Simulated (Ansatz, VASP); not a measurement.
Two plane-wave programs on SiGe

```xyz
4
Lattice="3.9579 0.0000 0.0000 -1.9790 3.4277 0.0000 0.0000 0.0000 6.2776" Properties=species:S:1:pos:R:3 pbc="T T T"
Si    1.9790    1.1426    5.4904
Si    0.0000    2.2851    2.3516
Ge    1.9790    1.1426    3.1413
Ge    0.0000    2.2851    0.0025
```

Alike in both runs: task single point; functional PBEsol; k mesh 12 × 12 × 6; occupations gaussian, width 0.03 eV; no spin polarisation.

|  | VASP | Ansatz |
| --- | --- | --- |
| version | VASP 6.6.1 | Ansatz 0.2.0 |
| potentials or method | VASP PAW PBE potentials, release 64 (Si, Ge_d) | scalar-relativistic, plane waves, PAW |
| plane-wave cutoff (eV) | 520 | 420 |
| valence electrons in the cell | 36 | 36 |

VASP gave:

- gap on the k mesh at the Fermi level (eV): none
- pressure (GPa): 0.0
- largest component of the traceless stress (GPa): 5.79
- rms of the force components (eV/Å): 0.258

Estimate Ansatz's values.

gap on the k mesh at the Fermi level (eV): none; pressure (GPa): 0.0; largest component of the traceless stress (GPa): 5.78; rms of the force components (eV/Å): 0.259.

Atom by atom the forces differ by 0.001 eV/Å (rms over components). A gap of «none» marks a metal or a gap that the smearing closes. The functional is the same, so the differences come from potentials, cutoffs and numerics.

Caveats: the PAW data sets were made with another functional, which shifts forces and pressure a little (VASP).
